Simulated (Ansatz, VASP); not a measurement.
Zn: VASP beside Ansatz

The input INCAR:

```
SYSTEM = Zn
  ALGO = Normal
  EDIFF = 1E-6
  ENCUT = 520
  GGA = CA
  ISIF = 2
  ISMEAR = 0
  LASPH = .TRUE.
  LCHARG = .TRUE.
  LELF = .TRUE.
  LREAL = .FALSE.
  LVHAR = .TRUE.
  LWAVE = .FALSE.
  NBANDS = 12
  NELM = 100
  PREC = Accurate
  SIGMA = 0.15
```

KPOINTS

```
k-points
0
G
  20 20 20
  0 0 0
```

File POSCAR:

```
Zn
1.0
   -1.4654381342      1.5056386871      1.5056386871
    1.4654381342     -1.5056386871      1.5056386871
    1.4654381342      1.5056386871     -1.5056386871
Zn
1
Direct
    0.0000000000      0.0000000000      0.0000000000
```

Input for Ansatz:

```yaml
crystal:
  lattice:
    - [-1.4654381342, 1.5056386871, 1.5056386871]
    - [1.4654381342, -1.5056386871, 1.5056386871]
    - [1.4654381342, 1.5056386871, -1.5056386871]
  atoms:
    - { symbol: Zn, position: [0.0, 0.0, 0.0] }
basis:
  ecutwfc: 520.0
kpoints:
  mp_grid: { grid: [20, 20, 20] }
hamiltonian:
  xc: lda
  pseudopotentials: { kind: paw }
scf:
  occupations: { method: gaussian, width: 0.15 }
output:
  forces: true
  stress: true
  eigenvalues: true
```

Change from the starting cell: normal strain along x -0.0267, normal strain along z +0.0000.

Alike in both runs: task single point; functional LDA; k mesh 20 × 20 × 20; occupations gaussian, width 0.15 eV; no spin polarisation.

```csv
,VASP,Ansatz
version,VASP 6.6.1,Ansatz 0.2.0
potentials or method,"VASP PAW LDA potentials, release 64 (Zn)","scalar-relativistic, plane waves, PAW"
plane-wave cutoff (eV),520,520
valence electrons in the cell,12,12
```

|  | VASP | Ansatz | Ansatz less VASP |
| --- | --- | --- | --- |
| gap on the k mesh at the Fermi level (eV) | none | none | - |
| pressure (GPa) | 3.6 | 2.8 | -0.78 |
| largest component of the traceless stress (GPa) | 0.89 | 0.91 | +0.026 |

A gap of «none» marks a metal or a gap that the smearing closes.
